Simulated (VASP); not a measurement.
# Interstitial F in a supercell of TiPt3, part 3 of 6

Aim: the formation energy and local structure of interstitial F in TiPt3. The start is a cell from a database of measured crystal structures.

VASP 6.6.1, plane waves and PAW; the level of theory is named at each step.

So far. Step 2 (The host at zero pressure): The run ended after 3 ionic steps, 0.000 eV below its first step, once forces and stress met EDIFFG = -0.02. Step 3 (The supercell without the defect): The host is treated as a metal, as its relaxation found a gap under 0.3 eV or none, and only the neutral defect is run.

The database entry behind the starting cell is an old determination (1943), so it need not match the best structure at ambient conditions.

## Step 4: Relaxing the atoms

This step: PBEsol; plane waves and PAW (F) (VASP 6.6.1).

System of this step: F2. The cell holds 2 atoms: 2 F. Cell: a = 11.000 Å, b = 11.500 Å, c = 14.000 Å, α = 90.0°, β = 90.0°, γ = 90.0°. Vacuum lies along a, b and c.

The reference for F is the F2 molecule, relaxed in a box at the cutoff of the large cell.

INCAR reads:

```
SYSTEM = F
PREC = Normal
ENCUT = 400
EDIFF = 1E-05
NELM = 120
ISMEAR = 0
SIGMA = 0.01
LREAL = Auto
ALGO = Fast
GGA = PS
NBANDS = 13
LORBIT = 11
LWAVE = .FALSE.
LCHARG = .FALSE.
NCORE = 4
LASPH = .TRUE.
IBRION = 2
NSW = 20
ISIF = 2
EDIFFG = -0.03
POTIM = 0.4
MAXMIX = 40
ISYM = 0
```

POSCAR reads:

```
F
1.0
   11.0000000000      0.0000000000      0.0000000000
    0.0000000000     11.5000000000      0.0000000000
    0.0000000000      0.0000000000     14.0000000000
F
2
Direct
    0.5000000000      0.5000000000      0.4496428600
    0.5000000000      0.5000000000      0.5503571400
```

KPOINTS reads:

```
Automatic mesh
0
Gamma
1 1 1
0 0 0
```

Potentials, in the order of the species: F (PBE family, release 64).

Launch:

```bash
mpirun -np 4 vasp_gam
```

What it wrote:

```text
[banner, memory and clock lines left out]
running    4 mpi-ranks, on    1 nodes
 distrk:  each k-point on    4 cores,    1 groups
 distr:  one band on    4 cores,    1 groups

 POSCAR found type information on POSCAR F
 POSCAR found :  1 types and       2 ions
|                                                                             |
|               ----> ADVICE to this user running VASP <----                  |
|                                                                             |
|     You have a (more or less) 'small supercell' and for smaller cells       |
|     it is recommended to use the reciprocal-space projection scheme!        |
|     The real-space optimization is not efficient for small cells and it     |
|     is also less accurate ...                                               |
|     Therefore, set LREAL=.FALSE. in the INCAR file.                         |
|                                                                             |

 [... a notice as in an earlier step ...]

 LDA part: xc-table for (Slater+PW92), standard interpolation
 POSCAR, INCAR and KPOINTS ok, starting setup
 FFT: planning ... GRIDC
 FFT: planning ... GRID_SOFT
 FFT: planning ... GRID
 WAVECAR not read
 entering main loop
       N       E                     dE             d eps       ncg     rms          rms(c)
DAV:   1     0.187404788922E+03    0.18740E+03   -0.29587E+03    34   0.491E+02
DAV:   2     0.581740913446E+02   -0.12923E+03   -0.12499E+03    52   0.973E+01
DAV:   3    -0.269629298331E+01   -0.60870E+02   -0.60539E+02    44   0.121E+02
DAV:   4    -0.473851293203E+01   -0.20422E+01   -0.20422E+01    34   0.289E+01
DAV:   5    -0.474175357733E+01   -0.32406E-02   -0.32395E-02    44   0.969E-01    0.796E+00
RMM:   6    -0.401155408981E+01    0.73020E+00   -0.26361E-01    26   0.444E+00    0.444E+00
RMM:   7    -0.386085411386E+01    0.15070E+00   -0.35367E-01    26   0.540E+00    0.505E-01
RMM:   8    -0.385726162201E+01    0.35925E-02   -0.19051E-02    26   0.132E+00    0.727E-02
RMM:   9    -0.385778035373E+01   -0.51873E-03   -0.15977E-03    26   0.355E-01    0.434E-02
RMM:  10    -0.385821289691E+01   -0.43254E-03   -0.32172E-04    26   0.159E-01    0.206E-02
RMM:  11    -0.385832566130E+01   -0.11276E-03   -0.52587E-05    23   0.557E-02    0.957E-03
RMM:  12    -0.385864488123E+01   -0.31922E-03   -0.83024E-05    25   0.646E-02    0.147E-02
RMM:  13    -0.385864217915E+01    0.27021E-05   -0.75608E-06    19   0.196E-02
   1 F= -.38586422E+01 E0= -.38586422E+01  d E =-.385864E+01
 curvature:   0.00 expect dE= 0.000E+00 dE for cont linesearch  0.000E+00
 trial: gam= 0.00000 g(F)=  0.206E-03 g(S)=  0.000E+00 ort = 0.000E+00 (trialstep = 0.100E+01)
 search vector abs. value=  0.206E-03
 bond charge predicted
       N       E                     dE             d eps       ncg     rms          rms(c)
DAV:   1    -0.385865373968E+01   -0.88585E-05   -0.62294E-02    36   0.219E+00    0.814E-02
RMM:   2    -0.385854122797E+01    0.11251E-03   -0.64598E-04    26   0.229E-01    0.549E-02
RMM:   3    -0.385861840060E+01   -0.77173E-04   -0.32581E-04    26   0.155E-01    0.196E-02
RMM:   4    -0.385873336530E+01   -0.11496E-03   -0.23288E-05    20   0.387E-02    0.106E-02
RMM:   5    -0.385875262794E+01   -0.19263E-04   -0.35682E-06    19   0.146E-02    0.757E-03
RMM:   6    -0.385876079384E+01   -0.81659E-05   -0.83722E-06    19   0.224E-02
   2 F= -.38587608E+01 E0= -.38587608E+01  d E =-.118615E-03
 trial-energy change:   -0.000119  1 .order    0.000100   -0.000206    0.000405
 step:   0.3373(harm=  0.3373)  dis= 0.00067  next Energy=    -3.858677 (dE=-0.348E-04)
 bond charge predicted
       N       E                     dE             d eps       ncg     rms          rms(c)
DAV:   1    -0.385887361686E+01   -0.12099E-03   -0.27377E-02    26   0.145E+00    0.522E-02
RMM:   2    -0.385883933142E+01    0.34285E-04   -0.31236E-04    26   0.164E-01    0.711E-03
RMM:   3    -0.385886505493E+01   -0.25724E-04   -0.19394E-05    21   0.410E-02    0.180E-03
RMM:   4    -0.385887630453E+01   -0.11250E-04   -0.18891E-06    19   0.117E-02    0.490E-04
RMM:   5    -0.385888802103E+01   -0.11717E-04   -0.20792E-07    13   0.478E-03    0.620E-04
RMM:   6    -0.385889211572E+01   -0.40947E-05   -0.52057E-07    16   0.511E-03
   3 F= -.38588921E+01 E0= -.38588921E+01  d E =-.249937E-03
 curvature:  -0.17 expect dE=-0.163E-06 dE for cont linesearch -0.163E-06
 trial: gam=-0.06384 g(F)=  0.969E-06 g(S)=  0.000E+00 ort = 0.141E-04 (trialstep = 0.867E+00)
 search vector abs. value=  0.465E-08
 reached required accuracy - stopping structural energy minimisation
```

Wall time 7.2 s (4 MPI ranks of Intel Xeon 6975P-C (Granite Rapids), shared host); peak memory 0.83 GiB; 27 s of CPU time.

OUTCAR, selected parts (step 4):

```text
 Found      1 irreducible k-points:

   k-points           NKPTS =      1   k-points in BZ     NKDIM =      1   number of bands    NBANDS=     13

   dimension x,y,z NGX =    54 NGY =   56 NGZ =   70
   dimension x,y,z NGXF=   108 NGYF=  112 NGZF=  140

   ENCUT  =  400.0 eV  29.40 Ry    5.42 a.u.  17.94 18.75 22.83*2*pi/ulx,y,z

   NELECT =      14.0000    total number of electrons

 E-fermi :  -9.2816

 k-point     1 :       0.0000    0.0000    0.0000
  band No.  band energies     occupation
    ...
      3     -15.4391      2.00000
      4     -12.7962      2.00000
      5     -12.7946      2.00000
      6      -9.3392      2.00000
      7      -9.3376      2.00000
      8      -5.7922      0.00000
      9      -0.2383      0.00000
     10       0.5235      0.00000
     11       0.6180      0.00000
     12       0.9457      0.00000
    ...

  Total       -2.9100721     -2.8422728     -1.8166450     -0.0000001     -0.0000005      0.0000002
  in kB       -2.6326660     -2.5713298     -1.6434712     -0.0000000     -0.0000005      0.0000002
  external PRESSURE =      -2.2824890 kB  Pullay stress =       0.0000000 kB

  energy-cutoff  :      400.00
  volume of cell :     1771.00
      direct lattice vectors                 reciprocal lattice vectors
    11.000000000  0.000000000  0.000000000     0.090909091  0.000000000  0.000000000
     0.000000000 11.500000000  0.000000000     0.000000000  0.086956522  0.000000000
     0.000000000  0.000000000 14.000000000     0.000000000  0.000000000  0.071428571

 POSITION                                       TOTAL-FORCE (eV/Angst)
 -----------------------------------------------------------------------------------
      5.50000      5.75000      6.29567        -0.000000      0.000002      0.003543
      5.50000      5.75000      7.70433         0.000000     -0.000002     -0.003543
 -----------------------------------------------------------------------------------
    total drift:                                0.000000      0.000000      0.000003

  FREE ENERGIE OF THE ION-ELECTRON SYSTEM (eV)
  ---------------------------------------------------
  free  energy   TOTEN  =        -3.8588921157 eV

  energy  without entropy=       -3.8588921157  energy(sigma->0) =       -3.85889212

 total charge
# of ion       s       p       d       tot
------------------------------------------
    1        1.799   4.136   0.000   5.935
    2        1.799   4.136   0.000   5.935
--------------------------------------------------
tot          3.598   8.272   0.000  11.869

[... 1 part as in an earlier step ...]

[... 3 further parts left out ...]
```

No atom moved by 0.005 Å in the relaxation.

Numbers from this step:

- electronic cycles: 25
- electrons: 14
- free energy (TOTEN): -3.859 eV
- gap between the highest filled and lowest empty level: 3.545 eV

The run ended after 3 ionic steps, 0.000 eV below its first step, once the forces on the free atoms met EDIFFG = -0.03.

Energy at zero smearing: -3.85889 eV.

## Step 5: Reference Pt

This step: PBEsol; plane waves and PAW (Pt) (VASP 6.6.1).

System of this step: Pt. Symmetry: Fm-3m, No. 225, cubic system. The conventional cell has a = 3.920 Å, b = 3.920 Å, c = 3.920 Å, α = 90.00°, β = 90.00°, γ = 90.00°. Nearest to Pt lie 12 Pt at 2.77 Å.

Pt is not exchanged here; its energy serves the host's formation enthalpy.

INCAR reads:

```
SYSTEM = Pt
PREC = Normal
ENCUT = 400
EDIFF = 1E-05
NELM = 120
ISMEAR = 1
SIGMA = 0.1
LREAL = Auto
ALGO = Fast
GGA = PS
NBANDS = 11
LASPH = .TRUE.
LORBIT = 11
LWAVE = .FALSE.
LCHARG = .FALSE.
KPAR = 4
IBRION = 2
NSW = 25
ISIF = 3
EDIFFG = -0.02
POTIM = 0.4
```

POSCAR reads:

```
Pt
1.0
    0.0000000000      1.9600000000      1.9600000000
    1.9600000000      0.0000000000      1.9600000000
    1.9600000000      1.9600000000      0.0000000000
Pt
1
Direct
    0.0000000000      0.0000000000      0.0000000000
```

KPOINTS reads:

```
Automatic mesh
0
Gamma
12 12 12
0 0 0
```

PAW data sets: Pt (PBE family, release 64).

Launch:

```bash
mpirun -np 4 vasp_std
```

What it wrote:

```text
[banner, memory and clock lines left out]
running    4 mpi-ranks, on    1 nodes
[...]
[... a notice as in an earlier step ...]

 [... a notice as in an earlier step ...]

 LDA part: xc-table for (Slater+PW92), standard interpolation
 POSCAR, INCAR and KPOINTS ok, starting setup
[...]
entering main loop
       N       E                     dE             d eps       ncg     rms          rms(c)
DAV:   1     0.290372038083E+02    0.29037E+02   -0.45127E+03  1712   0.663E+02
DAV:   2    -0.695246368203E+01   -0.35990E+02   -0.34554E+02  1839   0.152E+02
DAV:   3    -0.741283823958E+01   -0.46037E+00   -0.45703E+00  1845   0.158E+01
DAV:   4    -0.741467819863E+01   -0.18400E-02   -0.18399E-02  1824   0.121E+00
[...]
RMM:   9    -0.696540558445E+01    0.11919E-02   -0.21822E-03  1584   0.393E-01    0.408E-02
RMM:  10    -0.696542727639E+01   -0.21692E-04   -0.20341E-04  1579   0.108E-01    0.388E-02
RMM:  11    -0.696542622023E+01    0.10562E-05   -0.14750E-05  1261   0.293E-02
   1 F= -.69654262E+01 E0= -.69646640E+01  d E =-.696543E+01
[... from here on, the cycles between the ionic steps are left out ...]
   2 F= -.69646456E+01 E0= -.69638576E+01  d E =0.780652E-03
   3 F= -.69656094E+01 E0= -.69648409E+01  d E =-.183145E-03
   5 F= -.69656050E+01 E0= -.69648357E+01  d E =-.178777E-03
   7 F= -.69656141E+01 E0= -.69648459E+01  d E =-.187889E-03
   9 F= -.69655123E+01 E0= -.69647390E+01  d E =0.103821E-03
  11 F= -.69656076E+01 E0= -.69648393E+01  d E =0.854816E-05
  13 F= -.69656154E+01 E0= -.69648467E+01  d E =0.722539E-06
  15 F= -.69656166E+01 E0= -.69648477E+01  d E =-.417051E-06
  17 F= -.69656165E+01 E0= -.69648477E+01  d E =-.402366E-06
  19 F= -.69656166E+01 E0= -.69648477E+01  d E =-.426891E-06
  21 F= -.69655886E+01 E0= -.69648215E+01  d E =0.279938E-04
  23 F= -.69656116E+01 E0= -.69648425E+01  d E =0.502113E-05
  24 F= -.69656142E+01 E0= -.69648452E+01  d E =0.235948E-05
  25 F= -.69656154E+01 E0= -.69648465E+01  d E =0.115211E-05
[...]
opt :   0.0032  next Energy=    -6.965617 (dE=-0.280E-06)
```

It took 12 s on 4 MPI ranks; peak memory 0.41 GiB.

From OUTCAR (step 5):

```text
 k-point     1 :       0.0000    0.0000    0.0000
  band No.  band energies     occupation
    ...
      2       7.3543      2.00000
      3       7.3543      2.00000
      4       7.3543      2.00000
      5       9.5495      2.00000
      6       9.5495      2.00000
      7      25.7871      0.00000
      8      30.7678      0.00000
      9      30.7678      0.00000
     10      30.7678      0.00000
     11      36.0779      0.00000

  Total       -0.0397943     -0.0397943     -0.0397943      0.0000000     -0.0000000      0.0000000
  in kB       -4.2450297     -4.2450297     -4.2450297      0.0000000     -0.0000000      0.0000000
  external PRESSURE =      -4.2450297 kB  Pullay stress =       0.0000000 kB

 POSITION                                       TOTAL-FORCE (eV/Angst)
 -----------------------------------------------------------------------------------
      0.00000      0.00000      0.00000         0.000000      0.000000      0.000000
 -----------------------------------------------------------------------------------
    total drift:                               -0.000000     -0.000000     -0.000000

  FREE ENERGIE OF THE ION-ELECTRON SYSTEM (eV)
  ---------------------------------------------------
  free  energy   TOTEN  =        -6.9656154349 eV

  energy  without entropy=       -6.9633085442  energy(sigma->0) =       -6.96484647

[... 1 part as in an earlier step ...]

[... 18 further parts left out ...]
[key lines of the parts left out:]
E-fermi :  11.2013
```

Little changed from the start: no atom moved by 0.005 Å and no cell edge by 0.1 %.

The run used up its steps with its stress still over the threshold, while the forces vanish, so it is continued.

## Step 6: Going on with the relaxation

Pt is not exchanged here; its energy serves the host's formation enthalpy.

INCAR: that of step 5 with these lines changed.

```diff
@@ -16,3 +16,3 @@
 KPAR = 4
-IBRION = 2
+IBRION = 1
 NSW = 25
@@ -20,2 +20,2 @@
 EDIFFG = -0.02
-POTIM = 0.4
+POTIM = 0.3
```

POSCAR reads:

```
Pt
1.0
    0.0000000000      1.9582741678      1.9582741678
    1.9582741678      0.0000000000      1.9582741678
    1.9582741678      1.9582741678      0.0000000000
Pt
1
Direct
    0.0000000000      0.0000000000      0.0000000000
```

KPOINTS is that of step 5.

Launch:

```bash
mpirun -np 4 vasp_std
```

What it wrote:

```text
[... set-up lines as in an earlier step ...]
 entering main loop
       N       E                     dE             d eps       ncg     rms          rms(c)
DAV:   1     0.306735828816E+02    0.30674E+02   -0.44946E+03  1672   0.668E+02
DAV:   2    -0.693081728122E+01   -0.37604E+02   -0.36165E+02  1839   0.156E+02
DAV:   3    -0.741229169106E+01   -0.48147E+00   -0.48053E+00  1836   0.163E+01
DAV:   4    -0.741425917119E+01   -0.19675E-02   -0.19674E-02  1836   0.126E+00
DAV:   5    -0.741427474739E+01   -0.15576E-04   -0.15576E-04  1847   0.101E-01    0.135E+01
RMM:   6    -0.701404718455E+01    0.40023E+00   -0.39663E-01  1584   0.530E+00    0.690E+00
RMM:   7    -0.696994188551E+01    0.44105E-01   -0.79990E-02  1584   0.255E+00    0.257E+00
RMM:   8    -0.696674309092E+01    0.31988E-02   -0.14662E-02  1584   0.104E+00    0.912E-01
RMM:   9    -0.696554273319E+01    0.12004E-02   -0.21938E-03  1584   0.394E-01    0.413E-02
RMM:  10    -0.696556446728E+01   -0.21734E-04   -0.20347E-04  1579   0.108E-01    0.391E-02
RMM:  11    -0.696556338220E+01    0.10851E-05   -0.14806E-05  1263   0.292E-02
   1 F= -.69655634E+01 E0= -.69647948E+01  d E =-.696556E+01
 BRION: g(F)=  0.000E+00 g(S)=  0.333E-04
 reached required accuracy - stopping structural energy minimisation
```

Wall time 2 s (4 MPI ranks); peak memory 0.39 GiB.

From OUTCAR (step 6):

```text
   NELECT =      10.0000    total number of electrons

 E-fermi :  11.1998

 k-point     1 :       0.0000    0.0000    0.0000
  band No.  band energies     occupation
    ...
      2       7.3529      2.00000
      3       7.3529      2.00000
      4       7.3529      2.00000
      5       9.5480      2.00000
      6       9.5480      2.00000
      7      25.7865      0.00000
      8      30.7672      0.00000
      9      30.7672      0.00000
     10      30.7672      0.00000
     11      36.0778      0.00000

  Total       -0.0195784     -0.0195784     -0.0195784      0.0000000     -0.0000000      0.0000000
  in kB       -2.0885188     -2.0885188     -2.0885188      0.0000000     -0.0000000      0.0000000
  external PRESSURE =      -2.0885188 kB  Pullay stress =       0.0000000 kB

 POSITION                                       TOTAL-FORCE (eV/Angst)
 -----------------------------------------------------------------------------------
      0.00000      0.00000      0.00000         0.000000      0.000000      0.000000
 -----------------------------------------------------------------------------------
    total drift:                               -0.000000      0.000000      0.000000

  FREE ENERGIE OF THE ION-ELECTRON SYSTEM (eV)
  ---------------------------------------------------
  free  energy   TOTEN  =        -6.9655633822 eV

  energy  without entropy=       -6.9632576812  energy(sigma->0) =       -6.96479482

[... 7 parts as in an earlier step ...]

[... 11 further parts left out ...]
```

CONTCAR:

```
Pt
   1.00000000000000
     0.0000000000000000    1.9582741678000000    1.9582741678000000
     1.9582741678000000    0.0000000000000000    1.9582741678000000
     1.9582741678000000    1.9582741678000000    0.0000000000000000
  Pt
     1
Direct
     0.0000000000000000    0.0000000000000000    0.0000000000000000
```

Little changed from the start: no atom moved by 0.005 Å and no cell edge by 0.1 %.

This step gave:

```yaml
electronic_cycles: 11
electrons: 10
free_energy_toten: -6.966 eV
energy_at_zero_smearing: -6.965 eV
fermi_energy: 11.20 eV
```

The start already met the threshold, so nothing moved.

Energy at zero smearing: -6.96479 eV.

(Continued in part 4 of 6.)

[Lines on the potential files, build, host, timing and source positions are cut from VASP's logs without a mark.]

[Logs are printed without paths, hosts, clocks, repeated set-up lines and the standing remarks that a program may print on its own settings, such as how far it seeks lower states.]

[Hosts, paths, dates, database ids (printed as entryN), source tags and the programs' standing remarks are cut or masked in the printed files.]

[In band tables of VASP the shares of atoms and orbitals are scaled to a sum of 1 inside the atoms' spheres.]

[Runs that stopped without an error message from VASP are left out.]
